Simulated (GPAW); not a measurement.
# CuAu (P4/mmm) in GPAW: notebook

Aim: see how the results for CuAu move with the level of theory and the settings. Levels: PBE, PBEsol. Tasks: single point, relaxation of cell and atoms.

Program: GPAW 26.7.0. These are calculated values, not measurements. Logs are shortened: lines on timing, memory, paths and dates and some standing lists are left out, and cuts for length are marked. The log counts tension as positive stress, the text compression.

### Step 1. The crystal as given

Symmetry: P4/mmm, No. 123, tetragonal system. Conventional cell: a = 2.811 Å, b = 2.811 Å, c = 3.685 Å, α = 90.00°, β = 90.00°, γ = 90.00°. Au (site symmetry 4/mmm) is surrounded by 8 Cu at 2.71 Å and 4 Au at 2.81 Å. Cu (site symmetry 4/mmm) is surrounded by 8 Au at 2.71 Å and 4 Cu at 2.81 Å.

### Step 2. Single point, PBE

Contents of run.py:

```python
from ase.dft.bandgap import bandgap
from ase.io import read, write
from ase.units import GPa
from gpaw import GPAW, PW

atoms = read('CuAu.xyz')

calc = GPAW(mode=PW(450),
            xc='PBE',
            kpts={'size': (8, 8, 6), 'gamma': True},
            occupations={'name': 'fermi-dirac', 'width': 0.05},
            nbands=23,
            maxiter=120,
            txt='gpaw.txt')
atoms.calc = calc
energy = atoms.get_potential_energy()
forces = atoms.get_forces()
stress = atoms.get_stress()
calc.write('gs.gpw')
write('result.traj', atoms)
print(f'Energy: {energy:.6f} eV')
print('Forces (eV/A):')
print(forces.round(4))
print('Stress (GPa):', (stress / GPa).round(3))
print('Fermi level:', round(calc.get_fermi_level(), 4), 'eV')
print(f'Gap: {bandgap(calc)[0]:.4f} eV, direct: {bandgap(calc, direct=True)[0]:.4f} eV')
```

Contents of CuAu.xyz:

```xyz
2
Lattice="2.8107494552 0.0000000000 0.0000000000 0.0000000000 2.8107494552 0.0000000000 0.0000000000 0.0000000000 3.6850000000" Properties=species:S:1:pos:R:3 pbc="T T T"
Au     0.0000000000      0.0000000000      0.0000000000
Cu     1.4053747276      1.4053747276      1.8425000000
```

Potentials or basis: GPAW PAW data sets (gpaw-data 1.2.1), pw.

Command:

```bash
OMP_NUM_THREADS=1 python run.py
```

gpaw.txt:

```text
__  _  _
 | _ |_)|_||  |
 |__||  | ||/\| - 26.7.0

Input parameters:
  mode=PW(ecut=450.00000000000006),
  kpts=MonkhorstPack(size=(8, 8, 6), gamma=True),
  maxiter=120,
  nbands=23,
  occupations=Occupations(name='fermi-dirac', width=0.05),
  xc=XC(name='PBE')

Diagonalizing LCAO Hamiltonian
Converting LCAO to pw mode
   .------.
  /|      |
 * |      |
 | |  Cu  |
 | |      |
 | .------.
 |/      /
 Au-----*

Atoms  # Å, Bohr magnetons
|   | symbol |        x |        y |        z |    initial magnetic moments |
|---|--------|----------|----------|----------|-----------------------------|
| 0 |     Au | 0.000000 | 0.000000 | 0.000000 | ( 0.0000,  0.0000,  0.0000) |
| 1 |     Cu | 1.405375 | 1.405375 | 1.842500 | ( 0.0000,  0.0000,  0.0000) |

Unit cell  # Å
| periodic |        x |        y |        z |  lengths |    angles |
|----------|----------|----------|----------|----------|-----------|
|      yes | 2.810749 | 0.000000 | 0.000000 | 2.810749 | 90.000000 |
|      yes | 0.000000 | 2.810749 | 0.000000 | 2.810749 | 90.000000 |
|      yes | 0.000000 | 0.000000 | 3.685000 | 3.685000 | 90.000000 |

Number of symmetries: 16
Symmetry operations  # r_c * U_cc + t_c -> r_c
|    | kind |            matrix            |
|----|------|------------------------------|
|  0 |  E   |  1, 0, 0,  0, 1, 0,  0, 0, 1 |
|  1 |  σ   |  1, 0, 0,  0, 1, 0,  0, 0,-1 |
|  2 |  σ   |  1, 0, 0,  0,-1, 0,  0, 0, 1 |
|  3 |  C2  |  1, 0, 0,  0,-1, 0,  0, 0,-1 |
|  4 |  σ   |  0, 1, 0,  1, 0, 0,  0, 0, 1 |
|  5 |  C2  |  0, 1, 0,  1, 0, 0,  0, 0,-1 |
|  6 |  C4  |  0, 1, 0, -1, 0, 0,  0, 0, 1 |
|  7 |  S4  |  0, 1, 0, -1, 0, 0,  0, 0,-1 |
|  8 |  C4  |  0,-1, 0,  1, 0, 0,  0, 0, 1 |
|  9 |  S4  |  0,-1, 0,  1, 0, 0,  0, 0,-1 |
| 10 |  σ   |  0,-1, 0, -1, 0, 0,  0, 0, 1 |
| 11 |  C2  |  0,-1, 0, -1, 0, 0,  0, 0,-1 |
| 12 |  σ   | -1, 0, 0,  0, 1, 0,  0, 0, 1 |
| 13 |  C2  | -1, 0, 0,  0, 1, 0,  0, 0,-1 |
| 14 |  C2  | -1, 0, 0,  0,-1, 0,  0, 0, 1 |
| 15 |  i   | -1, 0, 0,  0,-1, 0,  0, 0,-1 |

BZ-sampling:
  Number of BZ points: 384
  Number of IBZ points: 60

  Monkhorst-Pack size: [8, 8, 6]
  Monkhorst-Pack shift: [0.0625, 0.0625, 0.08333333333333333]

K-points  # in reciprocal-cell coordinates
|     |                                coordinates |     weight |
|-----|--------------------------------------------|------------|
|   0 | (  0.00000000,   0.00000000,   0.00000000) | 0.00260417 |
|   1 | (  0.00000000,   0.00000000,   0.16666667) | 0.00520833 |
|   2 | (  0.00000000,   0.00000000,   0.33333333) | 0.00520833 |
|   3 | (  0.00000000,   0.00000000,   0.50000000) | 0.00260417 |
|   4 | (  0.12500000,   0.00000000,   0.00000000) | 0.01041667 |
|   5 | (  0.12500000,   0.00000000,   0.16666667) | 0.02083333 |
|   6 | (  0.12500000,   0.00000000,   0.33333333) | 0.02083333 |
|   7 | (  0.12500000,   0.00000000,   0.50000000) | 0.01041667 |
|   8 | (  0.12500000,   0.12500000,   0.00000000) | 0.01041667 |
|   9 | (  0.12500000,   0.12500000,   0.16666667) | 0.02083333 |
| ... |                                            |            |
|  59 | (  0.50000000,   0.50000000,   0.50000000) | 0.00260417 |

Plane wave coefficients: 644
Cutoff: 450.00000000000006 eV

Spin-components: 1 (collinear spins)
Bands:           23
Projectors:      12
Spin-degeneracy: 2
Datatype:        complex128

Parallelization:
  kpt:    1
  domain: 1
  band:   1

Density:
  Valence electrons: 22.0
  Components: 1
  Grid points: [14 14 20]
  Charge: 0.0  # |e|

Potential:
  Grid points: [14 14 20]

species:
  Au:
    name:    Gold
    Z:       79.0
    valence: 11
    core:    68
    charge:  0.0  # [|e|]
    compensation charges:
      type: gauss
      rc: 0.42  # [Å]
      lmax: 2
    cutoffs:
      filter: 2.33  # [Å]
      core: 2.81  # [Å]
    projectors
    | kind |    occ | energy [eV] | rcut [Å] |
    |------|--------|-------------|----------|
    |   6s |  1.000 |      -5.728 |    1.323 |
    |   6p |  0.000 |      -0.775 |    1.323 |
    |   5d | 10.000 |      -6.891 |    1.323 |
    |    s |        |      21.484 |    1.323 |
    |    p |        |      26.436 |    1.323 |
    |    d |        |      20.321 |    1.323 |

    Using partial waves for Au as LCAO basis

  Cu:
    name:    Copper
    Z:       29.0
    valence: 11
    core:    18
    charge:  0.0  # [|e|]
    compensation charges:
      type: gauss
      rc: 0.33  # [Å]
      lmax: 2
    cutoffs:
      filter: 2.06  # [Å]
      core: 2.43  # [Å]
    projectors
    | kind |    occ | energy [eV] | rcut [Å] |
    |------|--------|-------------|----------|
    |   4s |  1.000 |      -4.609 |    1.164 |
    |   4p |  0.000 |      -0.698 |    1.164 |
    |   3d | 10.000 |      -5.039 |    1.058 |
    |    s |        |      22.603 |    1.164 |
    |    p |        |      26.513 |    1.164 |
    |    d |        |      22.172 |    1.058 |

    Using partial waves for Cu as LCAO basis

Reference energy: -561619.722950  # eV

eigensolver:
  PPCG
  Converge bands: occupied
  niter=2

density mixing:
  MSR1-Mixer
  Pratt-step length: 0.05
  Maximum mixing coefficient: 0.75
  Old densities: 10
  SVD Regularization: 0.005
  Good broyden scale: 1.0
  Trust region scale: 1.0
  Backstep threshold: 4.0
  History deletion threshold: 6.0
  Fourier metric: weight=20.0, sigma=0.015

occupation numbers:
  Fermi-Dirac:
    width: 0.0500  # eV

poisson solver:
  ecut: 3600.0000000000005  # eV

xc functional:
  name: PBE with 2 nearest neighbor stencil

convergence criteria:
- Maximum [total energy] change in last 3 cyles: 0.0005 eV / valence electron
- Maximum integral of absolute [dens]ity change: 0.0001 electrons / valence electron
- Maximum integral of absolute [eigenst]ate change: 4e-08 eV^2 / valence electron
maximum number of iterations: 120

SCF iterations
|iter     | |      energy | eigst |  dens |
|---------|-|-------------|-------|-------|
|iter:   1| |   -7.871385 | -0.29 |       |
|iter:   2| |   -7.558008 | -2.78 | -1.00 |
|iter:   3| |   -6.959292 | -2.07 | -1.07 |
|iter:   4| |   -6.850520 | -2.93 | -1.56 |
|iter:   5| |   -6.839761 | -4.25 | -2.02 |
|iter:   6| |   -6.834534 | -4.13 | -2.20 |
|iter:   7| |   -6.834502c| -5.68 | -2.96 |
|iter:   8| |   -6.834500c| -5.85 | -3.28 |
|iter:   9| |   -6.834498c| -7.71c| -4.26c|

Converged in 9 steps
Energy contributions relative to reference atoms: (reference = -561619.722950)

Energy contributions:
  Kinetic:         -16.829713
  Coulomb:          13.028869
  Zero:              0.296198
  External:          0.000000
  Xc:               -3.327185
  Entropy:          -0.005333
  Spinorbit:         0.000000
  ----------------------------
  Free energy:      -6.837164
  Extrapolated:     -6.834498

dipole moment: (-9.696588, -9.696588, -12.712598)  # |e|*Ang

Fermi level: 9.247
Eigenvalues  # (at kpt = [0.000, 0.000, 0.000])
| band index |      eig [eV] | occ [0-2] |
|------------|---------------|-----------|
|          0 |        -0.555 |     2.000 |
|        ... |               |           |
|          3 |         5.157 |     2.000 |
|          4 |         5.157 |     2.000 |
|          5 |         6.214 |     2.000 |
|          6 |         6.400 |     2.000 |
|          7 |         7.080 |     2.000 |
|          8 |         7.532 |     2.000 |
[... 8 lines left out ...]
|         17 |        27.756 |     0.000 |
|         18 |        30.814 |     0.000 |
|        ... |               |           |
|         22 |        36.447 |     0.000 |

No gap
No difference between direct/indirect transitions

Forces  # eV/Ang
|       x |       y |       z |
|---------|---------|---------|
| 0.00000 | 0.00000 | 0.00000 |  # Au   0
| 0.00000 | 0.00000 | 0.00000 |  # Cu   1

Stress tensor  # eV/Ang^3
|         x |         y |         z |
|-----------|-----------|-----------|
| -0.035478 |  0.000000 |  0.000000 |
|  0.000000 | -0.035478 |  0.000000 |
|  0.000000 |  0.000000 | -0.017181 |

# Writing to gs.gpw (mode='')
```

Run time: 17 s. Hardware: 1 thread of Intel Xeon Platinum 8259CL at 2.50GHz (Skylake/Cascade Lake), shared host; peak memory 0.15 GiB.

Results:

* Free energy: -6.8372 eV
* Pressure: 4.7 GPa
* Band gap on the k mesh: none (metal or under the smearing width)

Caveat: with these Cu and Au data sets, volumes or pressures lay over 1.5 % or 2 GPa off other programs in two to four cells of ten; the cutoff is short for stress and forces, so pressures can be off by a GPa or more. The run has no spin-orbit coupling, so splittings on Au are missing.

### Step 3. Relaxation of cell and atoms, PBEsol

Contents of run.py:

```python
from ase import Atoms
from ase.filters import FrechetCellFilter
from ase.io import write
from ase.optimize import BFGS
from gpaw import GPAW, PW, setup_paths

setup_paths.insert(0, '.')

atoms = Atoms(['Au', 'Cu'],
              cell=[[2.8107494552, 0.0, 0.0],
                    [0.0, 2.8107494552, 0.0],
                    [0.0, 0.0, 3.685]],
              scaled_positions=[[0.0, 0.0, 0.0],
                                [0.5, 0.5, 0.5]],
              pbc=True)

calc = GPAW(mode=PW(600),
            xc='PBEsol',
            kpts={'size': (8, 8, 6), 'gamma': True},
            occupations={'name': 'fermi-dirac', 'width': 0.05},
            nbands=23,
            convergence={'density': 1e-05, 'forces': 0.0001},
            maxiter=150,
            txt='gpaw.txt')
atoms.calc = calc
opt = BFGS(FrechetCellFilter(atoms), trajectory='relax.traj', logfile='-')
done = opt.run(fmax=0.02, steps=60)
calc.write('gs.gpw')
write('result.traj', atoms)
print('Converged:', done)
print('Cell:', atoms.cell.cellpar().round(4))
print('Volume:', round(atoms.get_volume(), 4))
print(atoms.get_scaled_positions().round(5))
```

Potentials or basis: PAW data sets generated in the run's folder for this functional, pw.

Command:

```bash
gpaw-setup -f PBEsol Au Cu
OMP_NUM_THREADS=1 python run.py
```

Run time: 4.7 min. Hardware: 1 thread of Arm Neoverse V1, shared host; peak memory 0.38 GiB.

The run converged. Its results:

```yaml
Free_energy: -8.1860 eV
Relaxed_volume: 14.38 Å³/atom
Relaxed_cell: a = 3.043 Å, b = 3.043 Å, c = 3.105 Å, α = 90.00°, β = 90.00°, γ = 90.00°
Space_group_after_relaxing_to_0.05_Å: P4/mmm (No. 123)
Energy_gained_by_relaxing: 12.0 meV/atom
Ionic_steps: 12
Pressure_after_relaxing: 0.1 GPa
Band_gap_on_the_k_mesh: none (metal or under the smearing width)
```

The path:
```tsv
step	energy change (eV)	largest force (eV/Å)	pressure (GPa)	volume (Å³)
1	0.0000	0.0000	-0.95	29.11
2	-0.0008	0.0000	-0.65	29.06
3	-0.0041	0.0000	1.39	28.70
4	-0.0051	0.0000	1.52	28.68
5	-0.0092	0.0000	0.94	28.76
6	-0.0100	0.0000	0.19	28.87
7	-0.0101	0.0000	-0.19	28.92
8	-0.0164	0.0000	-3.49	29.41
9	0.0282	0.0000	-4.50	29.74
10	-0.0191	0.0000	-2.94	29.30
11	-0.0208	0.0000	-2.34	29.19
12	-0.0239	0.0000	0.07	28.76
```

Final structure:
```
Au Cu
1.0
     3.04333    0.00000    0.00000
     0.00000    3.04333    0.00000
     0.00000    0.00000    3.10476
Au Cu
1 1
Direct
  0.00000 0.00000 0.00000
  0.50000 0.50000 0.50000
```

Levels at points of the mesh, in eV from the Fermi level:
| k point | band 8 | band 9 | band 10 | band 11 | band 12 | band 13 | band 14 | band 15 |
| --- | --- | --- | --- | --- | --- | --- | --- | --- |
| (0.00, 0.00, 0.00) | -2.10 | -1.48 | -1.46 | -1.46 | 6.64 | 7.29 | 7.29 | 12.40 |
| (0.00, 0.00, 0.50) | -2.56 | -2.56 | -2.20 | -1.63 | -1.54 | 13.34 | 13.68 | 13.68 |
| (0.50, 0.00, 0.00) | -2.62 | -2.57 | -2.22 | -1.42 | -1.34 | 13.13 | 13.24 | 13.88 |
| (0.50, 0.00, 0.50) | -1.91 | -1.25 | -1.24 | -0.75 | -0.74 | 3.00 | 5.33 | 14.01 |
| (0.50, 0.50, 0.00) | -1.89 | -1.23 | -1.23 | -0.61 | -0.61 | 3.21 | 5.52 | 13.51 |
| (0.50, 0.50, 0.50) | -2.34 | -1.90 | -1.87 | 4.91 | 5.15 | 5.82 | 5.82 | 5.93 |

Caveat: with these Cu and Au data sets, volumes or pressures lay over 1.5 % or 2 GPa off other programs in two to four cells of ten; later steps reuse the first step's grids.

### Step 4. Relaxation of cell and atoms, PBEsol, target pressure 2 GPa, at which the enthalpy is minimised

Edit run.py of step 3 so:

```diff
@@ -4,2 +4,3 @@
 from ase.optimize import BFGS
+from ase.units import GPa
 from gpaw import GPAW, PW, setup_paths
@@ -25,3 +26,3 @@
 atoms.calc = calc
-opt = BFGS(FrechetCellFilter(atoms), trajectory='relax.traj', logfile='-')
+opt = BFGS(FrechetCellFilter(atoms, scalar_pressure=2 * GPa), trajectory='relax.traj', logfile='-')
 done = opt.run(fmax=0.02, steps=60)
```

Command:

```bash
gpaw-setup -f PBEsol Au Cu
OMP_NUM_THREADS=1 python run.py
```

Run time: 5.8 min. Hardware: 1 thread of Arm Neoverse V1, shared host; peak memory 0.32 GiB.

It converged, with:

| Item | Value |
| --- | --- |
| Free energy | -8.1837 eV |
| Relaxed volume | 14.22 Å³/atom |
| Relaxed cell | a = 3.033 Å, b = 3.033 Å, c = 3.092 Å, α = 90.00°, β = 90.00°, γ = 90.00° |
| Space group after relaxing (to 0.05 Å) | P4/mmm (No. 123) |
| Energy change on relaxing (the enthalpy is what falls) | -10.8 meV/atom |
| Ionic steps | 15 |
| Pressure after relaxing | 2.0 GPa |
| Band gap on the k mesh | none (metal or under the smearing width) |

The path:
| step | energy change (eV) | largest force (eV/Å) | pressure (GPa) | volume (Å³) |
| --- | --- | --- | --- | --- |
| 1 | 0.0000 | 0.0000 | -0.95 | 29.11 |
| 2 | -0.0009 | 0.0000 | 0.00 | 28.95 |
| 3 | 0.0009 | 0.0000 | 2.57 | 28.52 |
| 4 | 0.0005 | 0.0000 | 2.67 | 28.50 |
| 5 | -0.0046 | 0.0000 | 3.15 | 28.39 |
| 6 | -0.0070 | 0.0000 | 2.37 | 28.49 |
| 7 | -0.0153 | 0.0000 | -0.81 | 28.93 |
| 8 | 0.0077 | 0.0000 | -4.40 | 29.66 |
| 9 | -0.0179 | 0.0000 | -0.75 | 28.91 |
| 10 | -0.0187 | 0.0000 | -0.79 | 28.92 |
| 11 | -0.0227 | 0.0000 | -0.91 | 28.93 |
| 12 | -0.0238 | 0.0000 | -0.68 | 28.89 |
| 13 | -0.0238 | 0.0000 | -0.39 | 28.83 |
| 14 | -0.0219 | 0.0000 | 1.81 | 28.47 |
| 15 | -0.0216 | 0.0000 | 2.01 | 28.44 |

Final structure:
```xyz
2
Lattice="3.0328 0.0000 0.0000 0.0000 3.0328 0.0000 0.0000 0.0000 3.0920" Properties=species:S:1:pos:R:3 pbc="T T T"
Au    0.0000    0.0000    0.0000
Cu    1.5164    1.5164    1.5460
```

Levels at points of the mesh, in eV from the Fermi level:
```
           k point  band 9  band 10  band 11  band 12  band 13  band 14
(0.00, 0.00, 0.00)   -1.49    -1.47    -1.47     6.68     7.31     7.31
(0.00, 0.00, 0.50)   -2.60    -2.23    -1.63    -1.55    13.38    13.77
(0.50, 0.00, 0.00)   -2.61    -2.25    -1.44    -1.34    13.18    13.34
(0.50, 0.00, 0.50)   -1.26    -1.25    -0.79    -0.79     3.06     5.41
(0.50, 0.50, 0.00)   -1.24    -1.24    -0.66    -0.66     3.26     5.59
(0.50, 0.50, 0.50)   -1.92    -1.89     4.96     5.23     5.86     5.86
```

Caveat: with these Cu and Au data sets, volumes or pressures lay over 1.5 % or 2 GPa off other programs in two to four cells of ten; later steps reuse the first step's grids.

### Step 5. Summary

| task | level | potentials or basis | cell | cutoff (eV) | maxiter | convergence | optimizer | fmax | max steps | gap on the mesh (eV) | pressure (GPa) |
| --- | --- | --- | --- | --- | --- | --- | --- | --- | --- | --- | --- |
| single point | PBE | GPAW PAW data sets (gpaw-data 1.2.1), pw | as given | 450 | 120 | default | - | - | - | none | 4.7 |
| relaxation of cell and atoms | PBEsol | PAW data sets generated in the run's folder for this functional, pw | relaxed | 600 | 150 | density=1e-05 forces=0.0001 | BFGS | 0.02 eV/Å | 60 | none | 0.1 |
| relaxation of cell and atoms | PBEsol | PAW data sets generated in the run's folder for this functional, pw | relaxed to 2 GPa | 600 | 150 | density=1e-05 forces=0.0001 | BFGS | 0.02 eV/Å | 60 | none | 2.0 |

Alike in all rows: no spin polarisation; k mesh 8 × 8 × 6; smearing fermi-dirac 0.05 eV.

Caveats: with these Cu and Au data sets, volumes or pressures lay over 1.5 % or 2 GPa off other programs in two to four cells of ten; later steps reuse the first step's grids (some runs); the cutoff is short for stress and forces, so pressures can be off by a GPa or more (some runs).

Total energies depend on the potentials used, so only differences within one code and one set of settings carry meaning.
